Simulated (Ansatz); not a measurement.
# SiO2: the cost of one run

Computed with Ansatz 0.2.0 (DFT RPBE, scalar-relativistic, plane waves, PAW, unless a step's input says otherwise).

## 1. The structure to begin with

The structure is trigonal, space group P3_121 (No. 152). The conventional cell has a = 5.103 Å, b = 5.103 Å, c = 5.585 Å, α = 90.00°, β = 90.00°, γ = 120.00°. Around Si (site symmetry 2) lie 4 O at 1.63 Å. Around O (site symmetry 1) lie 2 Si at 1.63 Å.

Coordinates:

```xyz
9
Lattice="5.1032 0.0000 0.0000 -2.5516 4.4195 0.0000 0.0000 0.0000 5.5845" Properties=species:S:1:pos:R:3 pbc="T T T"
Si    2.6259    0.0000    1.8615
Si   -1.3129    2.2741    3.7230
Si    1.2387    2.1455    0.0000
O    -0.1561    1.8393    4.7926
O     1.0368    3.3646    1.0696
O    -0.8806    3.6351    2.9311
O     1.6710    0.7844    0.7919
O     2.3955    2.5802    4.5150
O     3.5884    1.0549    2.6534
```

This cell was relaxed beforehand with the same method: volume 13.99 Å³/atom, gap on the mesh 5.70 eV.

## 2. The slab

Planes are indexed in the bulk's conventional cell (P3_121 (No. 152)), a = 5.103 Å, b = 5.103 Å, c = 5.585 Å, α = 90.00°, β = 90.00°, γ = 120.00°.

A (001) slab, 10.4 Å thick as cut, with 17 Å of vacuum; its outer planes are Si (top) and O (bottom).

The slab as cut. Layers, bottom to top:

| plane | atoms per cell | height over the lowest (Å) |
| --- | --- | --- |
| 1 | O2 | 0.00 |
| 2 | Si | 0.93 |
| 3 | O2 | 1.86 |
| 4 | Si | 2.79 |
| 5 | O2 | 3.72 |
| 6 | Si | 4.65 |
| 7 | O2 | 5.58 |
| 8 | Si | 6.52 |
| 9 | O2 | 7.45 |
| 10 | Si | 8.38 |
| 11 | O2 | 9.31 |
| 12 | Si | 10.24 |

## 3. Relaxing the clean slab

input.yaml reads:

```yaml
crystal:
  lattice:
    - [5.1032133904, 0.0, 0.0]
    - [-2.5516066952, 4.419512437, 0.0]
    - [0.0, 0.0, 27.3771277549]
  atoms:
    - { symbol: O, position: [0.8225050625, 0.238687411, 0.3104781508] }
    - { symbol: O, position: [0.238687411, 0.8225050625, 0.3206194916] }
    - { symbol: Si, position: [0.0, 0.5145501022, 0.3495463692] }
    - { symbol: O, position: [0.761312589, 0.5838176515, 0.3784732468] }
    - { symbol: O, position: [0.1774949375, 0.4161823485, 0.3886145876] }
    - { symbol: Si, position: [0.4854498978, 0.4854498978, 0.4175414652] }
    - { symbol: O, position: [0.4161823485, 0.1774949375, 0.4464683428] }
    - { symbol: O, position: [0.5838176515, 0.761312589, 0.4566096836] }
    - { symbol: Si, position: [0.5145501022, 0.0, 0.4855365612] }
    - { symbol: O, position: [0.8225050625, 0.238687411, 0.5144634388] }
    - { symbol: O, position: [0.238687411, 0.8225050625, 0.5246047796] }
    - { symbol: Si, position: [0.0, 0.5145501022, 0.5535316572] }
    - { symbol: O, position: [0.761312589, 0.5838176515, 0.5824585348] }
    - { symbol: O, position: [0.1774949375, 0.4161823485, 0.5925998756] }
    - { symbol: Si, position: [0.4854498978, 0.4854498978, 0.6215267532] }
    - { symbol: O, position: [0.4161823485, 0.1774949375, 0.6504536308] }
    - { symbol: O, position: [0.5838176515, 0.761312589, 0.6605949716] }
    - { symbol: Si, position: [0.5145501022, 0.0, 0.6895218492] }
basis:
  ecutwfc: 420
kpoints:
  mp_grid: { grid: [6, 6, 1] }
hamiltonian:
  xc: rpbe
scf:
  occupations: { method: gaussian, width: 0.05 }
output:
  forces: true
  eigenvalues: true
  write_density: true
  write_potential: true
  elf: true
  volumetric_format: npy
relax:
  adjacent_minimum: "off"
  f_tol: 0.03
  max_steps: 70
  constraints: [{ sites: [0, 1, 2, 3, 4, 5, 6, 7, 8] }]
efield:
  axis: 3
  dipole_correction: true
```

Run with:

```sh
$ ansatz run input.yaml --threads 2 --pin off --max-ram 5120MiB --backend cpu --events-out ev --progress --plain --runs-dir out
```

**Question.** How long does this run take on 2 threads of Intel Xeon 6975P-C (Granite Rapids), shared host, and how much memory does it need?

About 4.6 min, with a peak of 1.3 GiB.
